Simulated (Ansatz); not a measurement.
**ZrC: an axial (c/a) deformation path**

One table from this session's results is given with a row withheld; the runs are named, their logs left out.

Method: DFT PBE, scalar-relativistic, plane waves, PAW, in Ansatz 0.2.0.

### The structure to begin with

Symmetry: P6_3/mmc, No. 194, hexagonal system. The conventional cell has a = 3.391 Å, b = 3.391 Å, c = 5.290 Å, α = 90.00°, β = 90.00°, γ = 120.00°. Zr (site symmetry -6m2) is surrounded by 6 C at 2.36 Å. C (site symmetry -3m) has 6 Zr at 2.36 Å as nearest neighbours.

As a file:

```
Zr C
1.0
     3.39148    0.00000    0.00000
    -1.69574    2.93710    0.00000
     0.00000    0.00000    5.29005
Zr C
2 2
Direct
  0.33333 0.66667 0.25000
  0.66667 0.33333 0.75000
  0.00000 0.00000 0.00000
  0.00000 0.00000 0.50000
```

Source of the structure: the Materials Project (structure only).

Set-up of the first run:

(A quick probe on a coarse mesh, which set the mesh and smearing, is not shown.)

Input file input.yaml:

```yaml
crystal:
  lattice:
    - [3.3914762718, 0.0, 0.0]
    - [-1.6957381359, 2.9371046077, 0.0]
    - [0.0, 0.0, 5.290053]
  atoms:
    - { symbol: Zr, position: [0.33333333, 0.66666667, 0.25] }
    - { symbol: Zr, position: [0.66666667, 0.33333333, 0.75] }
    - { symbol: C, position: [0.0, 0.0, 0.0] }
    - { symbol: C, position: [0.0, 0.0, 0.5] }
basis:
  ecutwfc: 420
kpoints:
  mp_grid: { grid: [15, 15, 8] }
hamiltonian:
  xc: pbe
scf:
  occupations: { method: gaussian, width: 0.1 }
output:
  forces: true
  stress: true
  eigenvalues: true
relax:
  adjacent_minimum: "off"
  f_tol: 0.005
  max_steps: 80
  cell: { stress_tol: 0.05 }
```

Among the steps run: Relaxing cell and atoms; The undisturbed cell; At ρ = 0.850; At ρ = 1.200; ρ = 0.920; Point ρ = 1.100; Point ρ = 0.960; At ρ = 1.050.

One table of the session follows, with a row left open; its other results are not shown here.

It belongs to the step «The scan collected». The scan, with free energies counted from the undisturbed cell:

```
    ρ  ΔE (meV/atom)  pressure (GPa)
0.850          133.9            -1.4
0.920           35.8            -0.6
0.960            9.7            -0.3
1.000            0.0             0.0
1.050            9.8             0.2
1.100              ?               ?
1.200          179.8             0.0
```

Estimate the missing values for ρ = 1.100.

Worked estimate for «ΔE (meV/atom)». A straight line through the neighbours (1.050, 9.8) and (1.200, 179.8) gives 9.8 + (179.8 − 9.8) × (1.100 − 1.050) / (1.200 − 1.050) = 66.5; a parabola fitted to 3 rows on both sides gives 43.0.

**Answer.** ΔE (meV/atom): 42.0; pressure (GPa): 0.2. In «ΔE (meV/atom)» the line misses by +24.5 and the parabola by +1.0.
